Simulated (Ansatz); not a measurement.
input.yaml

```yaml
crystal:
  lattice:
    - [1.9170436867, 1.1068056886, 3.3457814768]
    - [-1.9170436867, 1.1068056886, 3.3457814768]
    - [0.0, -2.2136113772, 3.3457814768]
  atoms:
    - { symbol: As, position: [0.2514467217, 0.2514467217, 0.2514467217] }
    - { symbol: As, position: [0.7485532783, 0.7485532783, 0.7485532783] }
basis:
  ecutwfc: 500
kpoints:
  mp_grid: { grid: [15, 15, 15] }
hamiltonian:
  xc: r2scan
scf:
  occupations: { method: gaussian, width: 0.1 }
output:
  forces: true
  stress: true
  eigenvalues: true
  populations: true
```

It can be run as
```bash
ansatz run input.yaml --threads 1 --pin off --backend cpu --events-out ev --progress --plain --runs-dir out  # memory cap (--max-ram) not shown
```

These are results of Ansatz 0.2.0, DFT r2SCAN, scalar-relativistic, plane waves, PAW, not measurements.

Part of what the program printed, abridged:

```
Pseudopotentials: kind: paw
Pseudopotential: As, paw, valence charge 15, recommended cutoff 500 eV (meta_gga)
Functional definition: r2SCAN
Crystal: 2 atoms, lattice volume = 42.594 Å³
Basis set: ecut = 500 eV, 1063 PW (Γ), exchange–correlation on 120×120×120 points (64 copies of the dense FFT grid, shifted against one another)
Bands: 19, of which v1, the nominal top of the filled ones, is band 15 counted from 1 (14 counted from 0)
Symmetry: 12 space group operations
Space group: R-3m (ITA 166), of the structure as read, at distance tolerance 3.5e-5 Å
k-points: 344 of 3375
Initial density: superposition of atomic densities (neutral atoms: chi_scale 0, normalization atom), corrected by the library's trained network
Initial wavefunctions: pseudopotential atomic-orbital guess
Functional: x = r2scan, c = r2scan; τ floored in thin density (d = 2e-4 eV/Å³)
SCF iter   1: F=—  HF=-9728.753449 eV  |F-HF|=—  |Δ(HF+E_count)|=         —  Δρ=2.91e-3  dr2=2.52e-3  dr2_τ=1.01e-3  ethr=1.77e-3  ⟨swp⟩=5.1  Hψ=28457  notcnv=0
SCF iter   2: F=—  HF=-9728.766067 eV  |F-HF|=—  |Δ(HF+E_count)|=   1.26e-2  Δρ=1.90e-3  dr2=1.38e-3  dr2_τ=1.83e-5  ethr=8.39e-6  ⟨swp⟩=2.0  Hψ=15802  notcnv=0
SCF iter   3: F=—  HF=-9728.766484 eV  |F-HF|=—  |Δ(HF+E_count)|=   4.18e-4  Δρ=1.25e-3  dr2=7.12e-4  dr2_τ=8.19e-6  ethr=4.61e-6  ⟨swp⟩=1.0  Hψ=6536  notcnv=0
SCF iter   4: F=—  HF=-9728.766724 eV  |F-HF|=—  |Δ(HF+E_count)|=   2.40e-4  Δρ=2.15e-4  dr2=1.49e-5  dr2_τ=2.13e-7  ethr=2.37e-6  ⟨swp⟩=2.0  Hψ=8258  notcnv=0
SCF iter   5: F=—  HF=-9728.766721 eV  |F-HF|=—  |Δ(HF+E_count)|=   2.93e-6  Δρ=3.79e-5  dr2=6.84e-7  dr2_τ=6.92e-9  ethr=4.95e-8  ⟨swp⟩=2.0  Hψ=8306  notcnv=0
SCF iter   6: F=-9728.766721 eV  HF=-9728.766721 eV  |F-HF|=1.29e-8  |Δ(HF+E_count)|=   7.02e-8  Δρ=8.01e-6  dr2=1.67e-8  dr2_τ=2.74e-10  ethr=3.33e-10  ⟨swp⟩=5.4  Hψ=28590  notcnv=0
SCF 1 converged in 6 iterations: F = -9728.766721 eV  dr2 = 1.67e-8
SCF converged after 6 iterations
Free energy (F): -9728.766721 eV
Harris-Foulkes:  -9728.766721 eV  (|F-HF|=1.29e-8)
Internal energy: -9728.762364 eV  (E = F + TS)
E sigma→0 (E₀):  -9728.764542 eV
Entropy (-TS):   -0.004357 eV (-2.179 meV/atom)
Fermi energy:    10.334164 eV
--- Per-component energies (eV) ---
  E_band       = -486.665141
  E_kinetic    = 202.655938
  E_local      = -3226.171148  (includes V_loc(G=0)·N_el)
  E_nonlocal   = -1340.438089
  E_hartree    = 1796.995680
  E_xc         = -147.209459
  E_vxc        = -167.527935  (∫ρ·V_xc dr)
  E_paw        = -3694.323106  (= ΣΔE_a)
  E_vpaw       = 441.834677  (= ΣTr[D̂ρ^β])
  E_aug_tail   = -0.000012  (compensation charges beyond the density's cutoff)
  E_vtau       = 8.992197  (kinetic-family band-sum trace: ∫τ·v_τ [+ j·A + Jᵃ·Aᵃ] dr)
  E_ewald      = -3317.357353
  E_core_change = -2.914816  (= ΣΔE_core)
  E_smearing   = -0.004357  (= −TS)
--- Forces (eV/Å), atoms counted from 1 ---
  atom   1  As     0.00000000     0.00000000     0.29808853
  atom   2  As     0.00000000     0.00000000    -0.29808853
--- Stress (GPa, compression-positive) ---
       -3.568665       0.000000       0.000000
        0.000000      -3.568665       0.000000
        0.000000       0.000000      -8.402133
  P = ⅓ Tr σ = -5.1798 GPa (-51.798 kbar)
--- Band table (eV; the first three rows and the last of 344) ---
  k-point 0: bands = ["-26.4562", "-26.4562", "-26.4197", "-26.4100", "-26.4100", "-26.3711", "-26.3641", "-26.3641", "-26.3326", "-26.3326", "-4.6856", "4.7899", "7.8357", "8.7605", "8.7605", "14.2508", "14.2508", "14.6805", "16.3219"]
  k-point 1: bands = ["-26.4549", "-26.4549", "-26.4191", "-26.4095", "-26.4095", "-26.3715", "-26.3646", "-26.3646", "-26.3340", "-26.3340", "-4.6238", "4.5308", "7.8874", "8.7608", "8.8471", "13.9720", "14.0295", "14.3801", "16.4650"]
  k-point 2: bands = ["-26.4511", "-26.4510", "-26.4174", "-26.4081", "-26.4078", "-26.3729", "-26.3660", "-26.3658", "-26.3381", "-26.3379", "-4.4390", "3.8681", "7.9853", "8.7682", "9.0715", "13.3183", "13.4026", "13.7661", "16.8943"]
  k-point 343: bands = ["-26.4060", "-26.4024", "-26.3969", "-26.3942", "-26.3905", "-26.3881", "-26.3869", "-26.3847", "-26.3823", "-26.3818", "-1.7542", "-1.4129", "8.7200", "9.3579", "9.9524", "10.7226", "11.7445", "12.3165", "20.6144"]
--- Löwdin populations: 2 sites ---
  site symbol q [e]
     0     As     14.9642
     1     As     14.9642
  spilling = 0.002386 (of n_electrons = 30.000000)
```

Self-consistency was reached.